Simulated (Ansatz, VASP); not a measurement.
# P in two plane-wave programs, part 2 of 2

Aim: how closely do two programs agree when they are given the same cell, functional and k mesh? The cell is taken from a series of runs on this material, whose earlier steps may have relaxed, scaled, displaced or heated it; both programs get it as it stands.

VASP 6.6.1 and Ansatz, in part a development build.

So far. Step 2 (VASP: single point, HSE06): The k-mesh is coarse for exact exchange; levels may shift by about 0.1 eV on a finer one.

## Step 3: Ansatz: single point, HSE06

Level of this step: Ansatz beside VASP: Kohn-Sham DFT, plane waves, HSE06 (Ansatz).

Ansatz runs on its PAW soft_1 files.

The same cell, functional and mesh now go to Ansatz, which takes its cutoff from its data sets.

File input.yaml:

```yaml
crystal:
  lattice:
    - [4.3024143438, 0.0, 0.0]
    - [0.0, 3.2843681128, 0.0]
    - [0.0, 0.0, 27.5]
  atoms:
    - { symbol: P, position: [0.4222907784, 0.3983795, 0.461323673] }
    - { symbol: P, position: [0.0777092216, 0.8983795, 0.461323673] }
    - { symbol: P, position: [0.9222907784, 0.8983795, 0.538676327] }
    - { symbol: P, position: [0.5777092216, 0.3983795, 0.538676327] }
  periodic: [true, true, false]
kpoints:
  mp_grid: { grid: [4, 4, 1] }
  band_path:
    path:
      - [0.0, 0.0, 0.0]
      - [0.5, 0.0, 0.0]
      - [0.5, 0.5, 0.0]
      - [0.0, 0.5, 0.0]
      - [0.0, 0.05, 0.0]
    npoints: 1
hamiltonian:
  xc: hse06
  pseudopotentials: { kind: paw, azcp: { folder: soft_1 } }
scf:
  occupations: { method: fixed }
  n_bands: 15
output:
  eigenvalues: true
```

Launch:

```sh
$ ansatz run input.yaml --threads 4 --pin off --max-ram 17510MiB --backend cpu --events-out ev --progress --plain --runs-dir out
```

Numbers of over 12 decimals in the logs are rounded to 6 here.

What it wrote:

```text
Engine: ansatz (development build), aarch64-unknown-linux-gnu
Pseudopotentials: kind: paw
Pseudopotential: P, paw, valence charge 5, recommended cutoff 420 eV (normal), soft_1/P.paw.azcp
Functional definition: HSE06
  parameter a = 0.25
  parameter omega = 0.11/bohr
  exchange = pbe_x - a*pbe_x_sr(omega) + a*exact_x_sr(omega)
  correlation = pbe_c
davidson cushion auto → on  (no smearing: the cushion is to keep the highest requested band from converging to the state above it; pin scf.eigensolver.cushion to override)
Crystal: 4 atoms, lattice volume = 388.595 Å³
Basis set: ecut = 420 eV, 7551 PW (Γ)
Bands: 15, of which v1, the nominal top of the filled ones, is band 10 counted from 1 (9 counted from 0)
Symmetry: 8 space group operations
Space group: Pmna (ITA 53), of the structure as read, at distance tolerance 7.3e-5 Å
k-points: 9 of 16
Non-local potential: P, projectors of the file, l = 0: 2, l = 1: 2, l = 2: 1
PAW form: soft (Blöchl's): semilocal exchange-correlation on the pseudo side does not see the compensation charge
PAW frozen core: P, regenerated for the run's functional, and the local potential with it (the file was generated under x = pbe(κ = 0.804, μ = 0.219515), c = pbe(β = 0.066725))
PAW one-centre angular grid: P, 110 points (default); XC on 64 Gauss nodes
Initial density: superposition of atomic densities (neutral atoms: chi_scale 0, normalization atom)
Initial wavefunctions: pseudopotential atomic-orbital guess
Functional: x = pbe(κ = 0.804, μ = 0.219515), c = pbe(β = 0.066725), warm-up for x = pbe(κ = 0.804, μ = 0.219515) + 0.25 (exact − pbe) at short range (hse, ω = 0.207870 Å⁻¹), c = pbe(β = 0.066725); HSE06 as pw.x's `hse` composes it (authors' and Libxc's form: `xc: wpbeh`)
iter 1 solved again at ethr=4.63e-3 eV; its pass at ethr=1.00e-1 eV (dr2=9.27e-1 eV) is discarded
SCF iter   1: F=—  HF=-3022.721440 eV  |F-HF|=—  |Δ(HF+E_count)|=         —  Δρ=1.78e-2  dr2=9.17e-1  ethr=4.63e-3  ⟨swp⟩=4.0  Hψ=915  notcnv=0
preconditioner: auto → none  [insulator: Δε(μ)=0.748 eV  Ē_g=9.459 eV  n_scr=28 (ndim 8)  ℏωp=8.4 eV  f_vac=0.742]
SCF iter   2: F=—  HF=-3022.534392 eV  |F-HF|=—  |Δ(HF+E_count)|=   1.87e-1  Δρ=8.51e-3  dr2=1.77e-1  ethr=4.59e-3  ⟨swp⟩=2.9  Hψ=317  notcnv=0
SCF iter   3: F=—  HF=-3022.513430 eV  |F-HF|=—  |Δ(HF+E_count)|=   2.10e-2  Δρ=1.49e-3  dr2=3.31e-2  ethr=8.83e-4  ⟨swp⟩=3.1  Hψ=340  notcnv=0  defer=1
iter 4 solved again at ethr=6.50e-6 eV; its pass at ethr=1.66e-4 eV (dr2=1.30e-3 eV) is discarded
SCF iter   4: F=—  HF=-3022.504736 eV  |F-HF|=—  |Δ(HF+E_count)|=   8.69e-3  Δρ=4.40e-4  dr2=1.43e-3  ethr=6.50e-6  ⟨swp⟩=4.2  Hψ=831  notcnv=0  defer=2
SCF iter   5: F=—  HF=-3022.504316 eV  |F-HF|=—  |Δ(HF+E_count)|=   4.20e-4  Δρ=1.01e-4  dr2=3.82e-5  ethr=6.50e-6  ⟨swp⟩=3.6  Hψ=394  notcnv=0  defer=2
SCF iter   6: F=—  HF=-3022.504317 eV  |F-HF|=—  |Δ(HF+E_count)|=   1.25e-6  Δρ=1.52e-5  dr2=1.61e-6  ethr=1.91e-7  ⟨swp⟩=4.3  Hψ=436  notcnv=0  defer=3
SCF iter   7: F=—  HF=-3022.504317 eV  |F-HF|=—  |Δ(HF+E_count)|=   1.38e-7  Δρ=4.91e-6  dr2=1.76e-7  ethr=8.04e-9  ⟨swp⟩=4.1  Hψ=418  notcnv=0  defer=5
SCF iter   8: F=-3022.504317 eV  HF=-3022.504317 eV  |F-HF|=4.15e-9  |Δ(HF+E_count)|=   3.06e-9  Δρ=1.29e-6  dr2=7.38e-9  ethr=8.80e-10  ⟨swp⟩=4.4  Hψ=435  notcnv=0  defer=3
SCF 1 converged in 8 iterations: F = -3022.504317 eV  dr2 = 7.38e-9
  greatest PAW one-centre occupation: 0.806 electrons in one spin orbital (limit 2), on the P atom at site 3 (counted from 0), in its partial waves of l = 0
Initial density: handed on by an earlier stage of this run
Initial wavefunctions: those handed on with the density
Functional: x = pbe(κ = 0.804, μ = 0.219515) + 0.25 (exact − pbe) at short range (hse, ω = 0.207870 Å⁻¹), c = pbe(β = 0.066725); HSE06 as pw.x's `hse` composes it (authors' and Libxc's form: `xc: wpbeh`)
Exchange kernel: α = 0.2500, screened, ω = 0.2079 Å⁻¹, Wigner–Seitz truncation, v(0) = 1029.9671 eV·Å³, q-mesh 4×4×1, nearest image of the exchange supercell L = 13.14 Å, pair-density grid 30×24×192, without the augmentation charges, whose exchange is taken in its separable form by FFT convolution over the k-point mesh (the finest that the files' search goes to), smooth part of the exact exchange by density-matrix convolution
Frozen-core exchange: fock
[...]
preconditioner: auto → none  [insulator: Δε(μ)=1.176 eV  Ē_g=10.729 eV  n_scr=28 (ndim 8)  ℏωp=8.4 eV  f_vac=0.754]
[...]
SCF 2 stopped early in 4 iterations: F = -3024.312829 eV  dr2 = 6.96e-6
  greatest PAW one-centre occupation: 0.801 electrons in one spin orbital (limit 2), on the P atom at site 3 (counted from 0), in its partial waves of l = 0
hybrid outer 1: dexx = +7.455e-3 eV
Exchange kernel: α = 0.2500, screened, ω = 0.2079 Å⁻¹, Wigner–Seitz truncation, v(0) = 1029.9671 eV·Å³, q-mesh 4×4×1, nearest image of the exchange supercell L = 13.14 Å, pair-density grid 30×24×192, without the augmentation charges, whose exchange is taken in its separable form by FFT convolution over the k-point mesh (the finest that the files' search goes to), smooth part of the exact exchange by density-matrix convolution
Frozen-core exchange: fock
[...]
preconditioner: auto → none  [insulator: Δε(μ)=1.227 eV  Ē_g=10.743 eV  n_scr=28 (ndim 8)  ℏωp=8.4 eV  f_vac=0.754]
[...]
SCF iter   3: F=—  HF=-3024.321426 eV  |F-HF|=—  |Δ(HF+E_count)|=   1.46e-5  Δρ=2.06e-5  dr2=4.86e-6  ethr=2.23e-8  ⟨swp⟩=3.6  Hψ=681  notcnv=0  defer=2
SCF iter   4: F=—  HF=-3024.321425 eV  |F-HF|=—  |Δ(HF+E_count)|=   1.51e-6  Δρ=5.78e-6  dr2=1.94e-7  ethr=2.23e-8  ⟨swp⟩=3.1  Hψ=396  notcnv=0
SCF iter   5: F=-3024.321425 eV  HF=-3024.321425 eV  |F-HF|=3.09e-10  |Δ(HF+E_count)|=   5.19e-8  Δρ=1.10e-6  dr2=2.69e-9  ethr=9.68e-10  ⟨swp⟩=4.0  Hψ=412  notcnv=0  defer=2
SCF 3 converged in 5 iterations: F = -3024.321425 eV  dr2 = 2.69e-9
hybrid outer 2: dexx = +2.092e-4 eV
Exchange kernel: α = 0.2500, screened, ω = 0.2079 Å⁻¹, Wigner–Seitz truncation, v(0) = 1029.9671 eV·Å³, q-mesh 4×4×1, nearest image of the exchange supercell L = 13.14 Å, pair-density grid 30×24×192, without the augmentation charges, whose exchange is taken in its separable form by FFT convolution over the k-point mesh (the finest that the files' search goes to), smooth part of the exact exchange by density-matrix convolution
Frozen-core exchange: fock
SCF iter   1: F=—  HF=-3024.321677 eV  |F-HF|=—  |Δ(HF+E_count)|=         —  Δρ=5.96e-5  dr2=1.08e-5  ethr=2.09e-7  ⟨swp⟩=5.4  Hψ=475  notcnv=0
preconditioner: auto → none  [insulator: Δε(μ)=1.232 eV  Ē_g=10.745 eV  n_scr=28 (ndim 8)  ℏωp=8.4 eV  f_vac=0.754]
SCF iter   2: F=—  HF=-3024.321674 eV  |F-HF|=—  |Δ(HF+E_count)|=   3.43e-6  Δρ=2.40e-5  dr2=1.52e-6  ethr=5.42e-8  ⟨swp⟩=2.8  Hψ=320  notcnv=0
SCF iter   3: F=—  HF=-3024.321674 eV  |F-HF|=—  |Δ(HF+E_count)|=   4.50e-7  Δρ=4.68e-6  dr2=2.11e-7  ethr=7.61e-9  ⟨swp⟩=3.2  Hψ=364  notcnv=0  defer=1
iter 4 solved again at ethr=3.10e-11 eV; its pass at ethr=1.06e-9 eV (dr2=6.20e-9 eV) is discarded
SCF iter   4: F=-3024.321674 eV  HF=-3024.321674 eV  |F-HF|=4.42e-9  |Δ(HF+E_count)|=   5.81e-8  Δρ=1.22e-6  dr2=6.51e-9  ethr=3.10e-11  ⟨swp⟩=4.3  Hψ=837  notcnv=0  defer=3
SCF 4 converged in 4 iterations: F = -3024.321674 eV  dr2 = 6.51e-9
  greatest PAW one-centre occupation: 0.800 electrons in one spin orbital (limit 2), on the P atom at site 3 (counted from 0), in its partial waves of l = 0
hybrid outer 3: dexx = +7.900e-6 eV, Δε = 4.62e-3 eV (about 1.11e-3 eV left of the loop's levels)
Exchange kernel: α = 0.2500, screened, ω = 0.2079 Å⁻¹, Wigner–Seitz truncation, v(0) = 1029.9671 eV·Å³, q-mesh 4×4×1, nearest image of the exchange supercell L = 13.14 Å, pair-density grid 30×24×192, without the augmentation charges, whose exchange is taken in its separable form by FFT convolution over the k-point mesh (the finest that the files' search goes to), smooth part of the exact exchange by density-matrix convolution
Frozen-core exchange: fock
SCF iter   1: F=—  HF=-3024.321683 eV  |F-HF|=—  |Δ(HF+E_count)|=         —  Δρ=1.24e-5  dr2=4.53e-7  ethr=7.90e-9  ⟨swp⟩=7.1  Hψ=495  notcnv=0
preconditioner: auto → none  [insulator: Δε(μ)=1.233 eV  Ē_g=10.745 eV  n_scr=28 (ndim 8)  ℏωp=8.4 eV  f_vac=0.754]
SCF iter   2: F=-3024.321683 eV  HF=-3024.321683 eV  |F-HF|=3.07e-8  |Δ(HF+E_count)|=   1.45e-7  Δρ=5.11e-6  dr2=6.73e-8  ethr=2.26e-9  ⟨swp⟩=2.1  Hψ=307  notcnv=0
SCF 5 converged in 2 iterations: F = -3024.321683 eV  dr2 = 6.73e-8
hybrid outer 4: dexx = +3.554e-7 eV, Δε = 9.76e-4 eV (about 3.21e-4 eV left of the loop's levels)
the search or the solves at the SCF's close seem to have found levels that the self-consistency loop had missed (the run counts 1). By its estimate they hold under 1e-12 electrons; where the run keeps them, the occupations were computed again with them
NSCF: frozen V_eff on 5 k-points
hybrid SCF converged: 4 outer / 15 inner (+8 warm-up), |dexx| = 3.55e-7 eV, tail = 9.57e-8 eV
Stability not checked: this state was not tested for a lower state beside it, because the functional holds exact exchange (a hybrid, or Hartree-Fock), whose exchange loop this test does not read (fock_operator; see scf.lower_state_search)
Free energy (F): -3024.321683 eV
Frozen-core exchange: fock
Harris-Foulkes:  -3024.321683 eV  (|F-HF|=3.07e-8)
Internal energy: -3024.321683 eV  (E = F + TS)
E sigma→0 (E₀):  -3024.321683 eV
Fermi energy:    -5.200368 eV
--- Per-component energies (eV) ---
  E_band       = -243.117219
  E_kinetic    = 275.205897
  E_local      = -14278.012412  (includes V_loc(G=0)·N_el)
  E_nonlocal   = 127.770123
  E_hartree    = 6962.700640
  E_xc         = -235.748832
  E_vxc        = -197.877404  (∫ρ·V_xc dr)
  E_exx        = -32.213553  (= α·E_x^exact, valence–valence)
  E_paw        = -2256.959131  (= ΣΔE_a)
  E_vpaw       = -31.174792  (= ΣTr[D̂ρ^β])
  E_aug_tail   = -0.000001  (compensation charges beyond the density's cutoff)
  E_ewald      = 6413.260826
  E_core_change = -0.325240  (= ΣΔE_core)
  E_smearing   = -0.000000  (= −TS)
  E_closure    = -0.000000  (closes the sum)
  Σ components = -3024.321683   (vs F -3024.321683, Δ=-4.55e-13)
--- Band table (eV; the first three rows and the last of 9) ---
  k-point 0: bands = [... 6 lower, -9.1924, -7.4858, -7.2190, -5.2004, -3.9667, -3.0014, -1.5560, -0.6496, ... 1 higher]
  k-point 1: bands = [... 6 lower, -9.8959, -8.3460, -7.2072, -5.7694, -3.2645, -3.1718, -1.2254, -0.5524, ... 1 higher]
  k-point 2: bands = [... 6 lower, -8.2930, -8.2930, -7.4943, -7.4943, -3.1677, -3.1677, -2.7923, -2.7923, ... 1 higher]
  k-point 8: bands = [... 6 lower, -10.8133, -10.8133, -6.8658, -6.8658, -2.0522, -2.0522, 0.4386, 0.4386, ... 1 higher]
  the weakly bound empty levels are not read free of the cell's end (exact_exchange)
fft plans: ranked — 3 lengths (probe disabled); 35 noted on the structural route
```

In the SCF lines HF is the Harris–Foulkes energy and dr2 the Hartree energy of the density residual, in eV; the loop may stop once dr2 is under the threshold and the program's other checks hold. Hψ counts applications of the Hamiltonian.

## Step 4: Side by side

Known differences besides the potentials themselves: exact exchange at q = 0 is treated differently, which shows on coarse meshes; VASP keeps PBE cores, Ansatz makes them for the functional; fixed occupations in Ansatz, narrow Gaussian smearing in VASP; Ansatz cuts the interaction across the vacuum, VASP repeats the sheet with a dipole correction (LDIPOL); the cutoff is 420 eV in Ansatz and 400 eV in VASP; VASP takes a coarser grid for exact exchange (PRECFOCK = Fast). Total energies have different zeros and are not compared.

Compared:

```
              quantity  Ansatz   VASP  difference
gap on the k mesh (eV)   1.234  1.253      -0.019
```

A gap on the mesh is an upper bound, since the band edges may lie between its points. Where the cell holds vacuum, a pressure given here is an average over it and none of the material.

## Step 5: What came out

```yaml
difference_in_gap_on_the_k_mesh_single_point_hse06: -0.019 eV
```

In words: The difference in gap on the k mesh is -0.019 eV (single point, HSE06), within the 0.08 eV picked in this series as the mark of a large difference. Such differences can come from data sets, numerical settings and the points named under the comparisons, not from the functional's error against experiment.

[Lines on the potential files, build, host, timing and source positions are cut from VASP's logs without a mark.]

[Logs are printed without paths, hosts, clocks, repeated set-up lines and the standing remarks that a program may print on its own settings, such as how far it seeks lower states.]

[Hosts, paths, dates, database ids (printed as entryN), source tags and the programs' standing remarks are cut or masked in the printed files.]
